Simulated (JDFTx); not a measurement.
Here is a JDFTx 1.7.0 (patched build) calculation.

File Tl.in:

```
lattice \
    3.4560000000    -1.7280000000     0.0000000000 \
    0.0000000000     2.9929837955     0.0000000000 \
    0.0000000000     0.0000000000     5.5250000000
latt-scale 1.889726124626 1.889726124626 1.889726124626
coords-type Lattice
ion Tl     0.6666666667     0.3333333333     0.7500000000 1
ion Tl     0.3333333333     0.6666666667     0.2500000000 1

ion-species pseudo/Tl.upf
elec-cutoff 31 248
elec-ex-corr gga-PBE
kpoint-folding 9 9 5
elec-smearing Fermi 0.0018374661
elec-n-bands 19
electronic-SCF nIterations 100 energyDiffThreshold 1e-09
electronic-minimize nIterations 30 energyDiffThreshold 1e-7
converge-empty-states yes
forces-output-coords Cartesian

dump-name run.$VAR
dump End Ecomponents EigStats BandEigs Kpoints Forces Stress ElecDensity Dtot KEdensity
```

Potentials or basis: PseudoDojo-SR-PBE-0.4.1-standard with smoothed tails.

Launch:

```console
$ jdftx -c 1 -i Tl.in -o Tl.out
```

(1) Predict the pressure.

(2) What does it give for the band gap on the k mesh?

## Answers

(1) 3.3 GPa.

(2) none (metal or under the smearing width).
